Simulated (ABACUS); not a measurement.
Wanted: the native input for an ABACUS 3.10.1 run.

```
Task                                          : single point
Functional                                    : PBE
Potentials or basis                           : PseudoDojo NC SR 0.4.1 PBE standard, lanthanides 3+ (f in core)
Cutoff                                        : 1361 eV
Density cutoff                                : 5442 eV
Basis                                         : DZP LCAO (the cutoffs set its grid)
k mesh                                        : 10 × 10 × 10
Occupations                                   : fermi-dirac, width 0.05 eV
Spin                                          : collinear spin, ferromagnetic start
Starting moments                              : [1.0] μB
Orbital files                                 : Tm Tm_confined-atom_8au_3s2p2d1f.orb
Radial cutoff of the potentials (pseudo_rcut) : 10 bohr
SCF threshold on the density                  : 1e-07
Max SCF steps                                 : 100
Eigensolver                                   : genelpa
Mixing                                        : broyden
Mixing share                                  : 0.4
Symmetry key                                  : 1
```

The system is Tm.

```xyz
1
Lattice="-1.9705 1.9705 1.9705 1.9705 -1.9705 1.9705 1.9705 1.9705 -1.9705" Properties=species:S:1:pos:R:3 pbc="T T T"
Tm    0.0000    0.0000    0.0000
```

This isn't the form of Tm at room conditions, which is hcp.

These files were run (other wordings do the same):

INPUT

```
INPUT_PARAMETERS
suffix              Tm
calculation         scf
basis_type          lcao
pseudo_dir          ./
orbital_dir         ./
symmetry            1
dft_functional      pbe
ecutwfc             100
pseudo_rcut         10
nspin               2
nbands              10
ks_solver           genelpa
smearing_method     fd
smearing_sigma      0.00367493
scf_thr             1e-07
scf_nmax            100
mixing_type         broyden
mixing_beta         0.4
cal_force           1
cal_stress          1
out_mul             1
```

STRU

```
ATOMIC_SPECIES
Tm 168.9342 Tm.upf

NUMERICAL_ORBITAL
Tm_confined-atom_8au_3s2p2d1f.orb

LATTICE_CONSTANT
1.8897261246

LATTICE_VECTORS
-1.9705499473 1.9705499473 1.9705499473
1.9705499473 -1.9705499473 1.9705499473
1.9705499473 1.9705499473 -1.9705499473

ATOMIC_POSITIONS
Direct

Tm
0.0
1
0.0000000000 0.0000000000 0.0000000000 1 1 1 mag 0
```

KPT

```
K_POINTS
0
Gamma
10 10 10 0 0 0
```

Potentials or basis: PseudoDojo NC SR 0.4.1 PBE standard, lanthanides 3+ (f in core), DZP LCAO (the cutoffs set its grid).

Command:

```bash
$ OMP_NUM_THREADS=1 mpirun -np 4 abacus > log
```

It gave:

```
Band gap on the k mesh : none (metal or under the smearing width)
Net moment             : 0.00 μB per cell
Absolute moment        : 0.00 μB per cell
```

Caveat: the atomic orbitals were generated for these runs and aren't a published set; the magnetic or orbital state may not be the lowest; all typed moments are zero, and the program then starts from 1 μB on every atom; spin-orbit coupling is left out, which moves the levels of the heavy elements; the 4f electrons are frozen in the core as for a trivalent ion, so they carry no moment and show no levels; the basis of atomic orbitals isn't converged, which shifts pressures, moduli and gaps.

Wall time 15 s on 4 MPI ranks on AMD EPYC 7B13 (Zen 3), on a shared host, peak memory 0.44 GiB a rank.
